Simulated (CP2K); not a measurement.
The system is CuO.

```
Cu O
1.0
     2.90048    0.00000    0.00000
    -0.19482    5.54059    0.00000
    -1.13822   -2.25626    5.04529
Cu O
4 4
Direct
  0.32133 0.95658 0.29054
  0.67867 0.04342 0.70946
  0.32256 0.52186 0.68365
  0.67744 0.47814 0.31635
  0.41767 0.70732 0.00990
  0.41393 0.79268 0.65850
  0.22494 0.34817 0.07342
  0.94346 0.15183 0.25818
```

Base run:

| Quantity | Value |
| --- | --- |
| Program | CP2K 2026.2 |
| Functional | LDA |
| Potentials or basis | POTENTIAL_UZH Cu GTH-PBE-q11, O GTH-PBE-q6; DZVP-MOLOPT-PBE-GTH basis |
| Density cutoff | 11565 eV |
| k mesh | 7 × 4 × 4 |
| Occupations | fermi-dirac, width 0.05 eV |
| Spin | no spin polarisation |

Its results: band gap on the k mesh none (metal or under the smearing width); pressure 49.1 GPa; largest force 17.028 eV/Å.

Q: After a change of settings the same cell gave: band gap on the k mesh none (metal or under the smearing width); pressure 52.0 GPa; largest force 15.598 eV/Å. Which change was it?
A. functional from LDA to PBEsol
B. functional from LDA to RPBE
C. functional from LDA to TASK
D. functional from LDA to revPBE

A: C.

Caveats: the potentials were made for another functional, which shifts forces and pressure; a pressure of tens of GPa on the cell as given is suspect, and the run, the potentials or the cell itself is likely at fault; the basis of atomic orbitals isn't converged, which shifts pressures, moduli and gaps; the run has no spin polarisation, though such a crystal can be magnetic; semilocal functionals often make such compounds metallic where correlation or magnetic order opens a gap, which also shifts bond lengths.

Runs at the PBE level aren't shown here.
